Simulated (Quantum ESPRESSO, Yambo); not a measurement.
# BeTe (F-43m): G0W0 with Yambo, start to end, part 3 of 3

Aim: the G0W0 gap of BeTe (F-43m) on PBE, step by step.

Quantum ESPRESSO 7.5 and Yambo 5.3.0; PBE and many-body steps on it, plane waves. Known limits of the many-body steps: not at the basis limit; no spin-orbit coupling; coarse k mesh.

So far. Step 3 (Bands along the symmetry lines): The gap is 1.863 eV, as in the run before at this level. Step 4 (Empty states on the mesh, 4×4×4 mesh, 110 bands): On this mesh the gap is 1.863 eV.

The database entry behind the starting cell differs from later determinations by our own check (an axis about 1.5 % short against later determinations), so it need not match the best structure at ambient conditions.

## 6. Screening and self-energy, 4×4×4 mesh, 110 bands, screening to 197.3 eV

Now the one-shot GW correction: screening in the RPA, then the self-energy of the levels asked for.

This step: G0W0 on PBE, plane waves, norm-conserving pseudopotentials.

gw1.in reads:

```
HF_and_locXC
gw0
dyson
ppa
em1d
rim_cut
RandQpts= 1000000
RandGvec= 1 RL
EXXRLvcs= 88 Ry
VXCRLvcs= 352 Ry
Chimod= "HARTREE"
% BndsRnXp
 1 | 110 |
%
NGsBlkXp= 14.5 Ry
% LongDrXp
 1 | 1 | 1 |
%
% GbndRnge
 1 | 110 |
%
DysSolver= "n"
ExtendOut
PPAPntXp= 27.21138 eV
% QPkrange
 1 | 8 | 11 | 18 |
%
```

Command:

```console
$ OMP_NUM_THREADS=1 mpirun -n 4 yambo -F gw1.in -J gw1 -C gw1 > gw1.log
```

What it wrote:

```text
 Yambo, version 5.3.0

 [02] CORE Variables Setup
 =========================

  [... cell, symmetries and grids as in the set-up ...]

  [02.05] Energies & Occupations
  ==============================

  [X] === General ===
  [X] Electronic Temperature                        :  0.000000  0.000000 [eV K]
  [X] Bosonic    Temperature                        :  0.000000  0.000000 [eV K]
  [X] Finite Temperature mode                       : no
  [X] El. density                                   :  0.65870E+24 [cm-3]
  [X] Fermi Level                                   :  9.426233 [eV]

  [X] === Gaps and Widths ===
  [X] Conduction Band Min                           :  1.863269 [eV]
  [X] Valence Band Max                              :  0.000000 [eV]
  [X] Filled Bands                                  :  14
  [X] Empty Bands                                   :   15  110
  [X] Direct Gap                                    :  3.590531 [eV]
  [X] Direct Gap localized at k                     :  1
  [X] Indirect Gap                                  :  1.863269 [eV]
  [X] Indirect Gap between kpts                     :   1   7
  [X] Last valence band width                       :  3.442439 [eV]
  [X] 1st conduction band width                     :  3.467501 [eV]

 [03] Transferred momenta grid and indexing
 ==========================================

 IBZ Q-points                                      :   8
 BZ  Q-points                                      :   64

 K/Q-points units:
 rlu = crystal or reduced units; cc = cartesian coordinates; iku = interal k-units

 Q [1]          [rlu]:  0.000000  0.000000  0.000000
 Q [2]          [rlu]: -0.61447E-17 -0.61447E-17  0.25000
 Q [3]          [rlu]:  0.12289E-16  0.12289E-16 -0.50000
 Q [4]          [rlu]:  0.22146E-16  0.25000      0.25000
 Q [5]          [rlu]: -0.24636E-16  0.25000      0.50000
 Q [6]          [rlu]:  0.12289E-16  0.25000     -0.25000
 Q [7]          [rlu]: -0.44291E-16 -0.50000     -0.50000
 Q [8]          [rlu]:  0.250000 -0.500000 -0.250000

 [04] Coloumb potential Random Integration (RIM)
 ===============================================

  [04.01] RIM initialization
  ==========================

  * Diagonal components only detected *

  8 x (sBL volume)        :  0.108090 [a.u.]
  sBZ random points       :  1000000
  Points outside the sBZ  :   7987327
  RL volume               :  0.864716 [a.u.]
  Integrated volume       :  0.866088 [a.u.]

  [04.02] RIM integrals
  =====================

  Gamma point sphere radius             :  0.086406 [a.u.]
  Points outside the sphere             :   799513
  [Int_sBZ(q=0) 1/q^2]*(Vol_sBZ)^(-1/3) =:  7.764325
                                 should be <:  7.795600

  Summary of Coulomb integrals for non-metallic bands |Q|[au] RIM/Bare

  Q [1] 0.100000E-4 0.995988 * Q [2] 0.259879 1.065884
  Q [4] 0.300083 1.064810 * Q [6] 0.424381 1.027704
  Q [5] 0.497631 1.020409 * Q [3] 0.519759 1.018308
  Q [7] 0.600166 1.014905 * Q [8] 0.671006 1.011860

 [05] Dipoles
 ============

  [05.01] Setup: observables and procedures
  =========================================

 [06] Dynamic Dielectric Matrix (PPA)
 ====================================

 [WR./gw1//ndb.pp]---------------------------------------------------------------
  Brillouin Zone Q/K grids (IBZ/BZ)                :    8   64    8   64
  RL vectors                                       :   4909 [WF]
  Coulomb cutoff potential                         : none
  Electronic Temperature                           :  0.000000 [K]
  Bosonic    Temperature                           :  0.000000 [K]
  PPA    diel. fun.  energies                      : Perdew, Burke & Ernzerhof(X)+Perdew, Burke & Ernzerhof(C)
  wavefunctions                                    : Perdew, Burke & Ernzerhof(X)+Perdew, Burke & Ernzerhof(C)
  Global Gauge                                     : length
  X matrix size                                    :  283
  X band range                                     :    1  110
  X e/h energy range                               : -1.000000 -1.000000 [eV]
  X Time ordering                                  : R
  X Hxc Kernel                                     : HARTREE
  X Drude frequency                                :  0.000000  0.000000
  X poles                                          :  100.0000 [o/o]
  RL vectors in the sum                            :   4909
  [r,Vnl] included                                 : yes
  Field direction                                  :  0.577350E-5  0.577350E-5  0.577350E-5
  BZ energy Double Grid                            : no
  BZ energy DbGd points                            : 0
  BZ Q point size factor                           : -1.000000
  X Optical Averaged directions                    : none

 [07] Local Exchange-Correlation + Non-Local Fock
 ================================================

 [VXC] Plane waves :   31951
 [EXS] Plane waves :   4111

 QP @ state[ 1 ] K range:   1   8
 QP @ state[ 1 ] b range:  11  18

 [xc] Functional : Perdew, Burke & Ernzerhof(X)+Perdew, Burke & Ernzerhof(C)
 [xc] LIBXC used to calculate xc functional
  PP Number of Atomic Species                      :  2
  NLCC RL compoments                               :   31951
  PP Number of Atomic Species                      :  2
  NLCC RL compoments                               :   31951

 [xc] E_xc :  -22.89162 [Ha]
      E_xc :  -45.78324 [Ry]

  Local XC kind (lXC) : Perdew, Burke & Ernzerhof(X)+Perdew, Burke & Ernzerhof(C)
  Non-Local XC kind (nlXC) : Hartree-Fock

  Corrections @ K [1] :  [eV]
 <11|nlXC|11> = -20.24334 -0.21888E-16 <11|lXC|11> = -13.29377  0.18879E-15
 <12|nlXC|12> = -15.26188 -0.99918E-17 <12|lXC|12> = -13.56043  0.47204E-16
 <13|nlXC|13> = -15.26174 -0.53852E-18 <13|lXC|13> = -13.56043  0.47210E-16
 <14|nlXC|14> = -15.26191 -0.53494E-17 <14|lXC|14> = -13.56043  0.94408E-16
 <15|nlXC|15> = -6.180720  0.51794E-18 <15|lXC|15> = -10.71163  0.18882E-15
 <16|nlXC|16> = -6.180708  0.42655E-17 <16|lXC|16> = -10.71163  0.18882E-15
 <17|nlXC|17> = -6.180499  0.34243E-17 <17|lXC|17> = -10.71163  0.47204E-16
 <18|nlXC|18> = -7.291698 -0.79443E-18 <18|lXC|18> = -12.35507 -0.47230E-16

  Corrections @ K [2] :  [eV]
 <11|nlXC|11> = -20.26287 -0.19853E-17 <11|lXC|11> = -13.59479 -0.18886E-15
 <12|nlXC|12> = -14.96700 -0.87320E-17 <12|lXC|12> = -12.01503 -0.32053E-20
[...]
Corrections @ K [3] :  [eV]
[...]
Corrections @ K [4] :  [eV]
[...]
Corrections @ K [5] :  [eV]
[...]
[... 2 further k-points ...]
  Corrections @ K [8] :  [eV]
[...]
<14|nlXC|14> = -14.13807  0.27327E-17 <14|lXC|14> = -11.31203 -0.18881E-15
 <15|nlXC|15> = -5.958153 -0.14714E-17 <15|lXC|15> = -10.31402 -0.23603E-16
 <16|nlXC|16> = -5.012260 -0.23149E-17 <16|lXC|16> = -9.878778 -0.23583E-16
 <17|nlXC|17> = -5.306240  0.28701E-17 <17|lXC|17> = -10.81277 -0.47200E-16
 <18|nlXC|18> = -6.667919  0.24237E-17 <18|lXC|18> = -12.02850  0.14163E-15

  [07.01] Hartree-Fock occupations report
  =======================================

  [Hartree-Fock] === General ===
  [Hartree-Fock] Electronic Temperature             :  0.000000  0.000000 [eV K]
  [Hartree-Fock] Bosonic    Temperature             :  0.000000  0.000000 [eV K]
  [Hartree-Fock] Finite Temperature mode            : no
  [Hartree-Fock] El. density                        :  0.65870E+24 [cm-3]
  [Hartree-Fock] Fermi Level                        :  9.426233 [eV]

  [Hartree-Fock] === Gaps and Widths ===
  [Hartree-Fock] Conduction Band Min                :  5.731878 [eV]
  [Hartree-Fock] Valence Band Max                   : -1.701480 [eV]
  [Hartree-Fock] Filled Bands                       :  14
  [Hartree-Fock] Empty Bands                        :   15  110
  [Hartree-Fock] Direct Gap                         :  9.822925 [eV]
  [Hartree-Fock] Direct Gap localized at k          :  1
  [Hartree-Fock] Indirect Gap                       :  7.433358 [eV]
  [Hartree-Fock] Indirect Gap between kpts          :   1   7
  [Hartree-Fock] Last valence band width            :  4.566995 [eV]
  [Hartree-Fock] 1st conduction band width          :  3.954765 [eV]

 [08] Dyson equation: Newton solver
 ==================================

  [08.01] G0W0 (W PPA)
  ====================

  [  GW  ] Bands range     :    1  110
  [GW/PPA] G damping       :  0.100000 [eV]

  QP @ state[ 1 ] K range:   1   8
  QP @ state[ 1 ] b range:  11  18

   Sc/G bands                                       :    1  110
   Sc/G damping                                     :  0.100000 ev
   Sc bands terminator                              : no
   Sx RL components                                 :   4111

   QP @ state[ 1 ] K range                          :   1   8
   QP @ state[ 1 ] b range                          :  11  18
   GF energies kind                                 : Perdew, Burke & Ernzerhof(X)+Perdew, Burke & Ernzerhof(C)
   GF WF`s kind                                     : Perdew, Burke & Ernzerhof(X)+Perdew, Burke & Ernzerhof(C)
   Xs energies kind                                 : Perdew, Burke & Ernzerhof(X)+Perdew, Burke & Ernzerhof(C)
   Xs WF`s kind                                     : Perdew, Burke & Ernzerhof(X)+Perdew, Burke & Ernzerhof(C)

 [11] Game Over & Game summary
```

It took 7.2 min on 4 MPI ranks of Arm Neoverse V1, shared host; peak memory 1.8 GiB.

Numbers from this step:

- G0W0 gap on the mesh: 2.624 eV
- starting gap on the mesh: 1.863 eV
- k of the valence top: 0, 0, 0
- k of the conduction bottom: 0, -0.5, -0.5
- least direct G0W0 gap on the computed points: 4.613 eV
- Z at the valence top: 0.8087
- Z at the conduction bottom: 0.8200

The gap on the mesh goes from 1.86 eV to 2.62 eV, a correction of +0.76 eV.

Limits: finite bands, cutoff and mesh; no spin-orbit coupling; coarse k mesh. v1 is the top filled band, c1 the lowest empty one. The levels before and after the correction (eV, zero at the valence-band top of each column):

|  | conduction bottom | valence top |
| --- | --- | --- |
| Kohn-Sham | 1.86 | 0.00 |
| G0W0 | 2.62 | 0.00 |

|  | level | energy (eV) |
| --- | --- | --- |
| Kohn-Sham | Γ v3-v1 | 0.000 |
| Kohn-Sham | Γ c1-c3 | 3.591 |
| Kohn-Sham | (0 -0.5 -0.5) v3 | -5.373 |
| Kohn-Sham | (0 -0.5 -0.5) v2-v1 | -2.828 |
| Kohn-Sham | (0 -0.5 -0.5) c1 | 1.863 |
| Kohn-Sham | (0 -0.5 -0.5) c2 | 2.620 |
| Kohn-Sham | (0 -0.5 -0.5) c3 | 10.080 |
| G0W0 | Γ v3-v1 | 0.000 |
| G0W0 | Γ c1-c3 | 4.613 |
| G0W0 | (0 -0.5 -0.5) v3 | -5.757 |
| G0W0 | (0 -0.5 -0.5) v2-v1 | -3.030 |
| G0W0 | (0 -0.5 -0.5) c1 | 2.624 |
| G0W0 | (0 -0.5 -0.5) c2 | 3.466 |
| G0W0 | (0 -0.5 -0.5) c3 | 11.352 |

## 7. Where the time went

Times are wall times on the hardware named with each run, good to a factor of about two.

| step | time | share | memory (GiB) |
| --- | --- | --- | --- |
| ground state | 6.7 s | 1 % | 0.27 |
| bands along the symmetry lines | 5.3 s | 1 % | 0.23 |
| empty states on the mesh | 8.6 s | 2 % | 0.35 |
| conversion and set-up | 2.6 s | 1 % | 0.25 |
| screening and self-energy | 7.2 min | 95 % | 1.8 |

## 8. What came out

```
PBE gap              : 1.86 eV, indirect
G0W0 gap on the mesh : 2.62 eV
GW settings          : 4×4×4 mesh, 110 bands, screening to 197.3 eV, Godby-Needs plasmon pole
known limits         : not at the basis limit; no spin-orbit coupling; coarse k mesh
```

G0W0 moves the gap on the mesh from 1.86 eV to 2.62 eV (+0.76 eV), with Z of 0.81 and 0.82 at the edges. The dearest step here is «screening and self-energy». Bands and cutoff are finite, so the gap is not at the basis limit. The miss can reach some tenths of an eV and take either sign; the mesh is an error of its own. The 4×4×4 mesh is coarse for this cell, which bears on the long-range parts of exchange and screening. The many-body steps are scalar-relativistic: spin-orbit coupling is not in them.

[Paths, hosts, dates, memory and timing lines, banners, echoed tables and standing remarks are left out of the program output.]

[Logs are printed without paths, hosts, clocks, repeated set-up lines and the standing remarks that a program may print on its own settings, such as how far it seeks lower states.]

[Runs of the session that timed out or met a known fault of the program may be left out.]

[Hosts, paths, dates, database ids (printed as entryN), source tags and the programs' standing remarks are cut or masked in the printed files.]
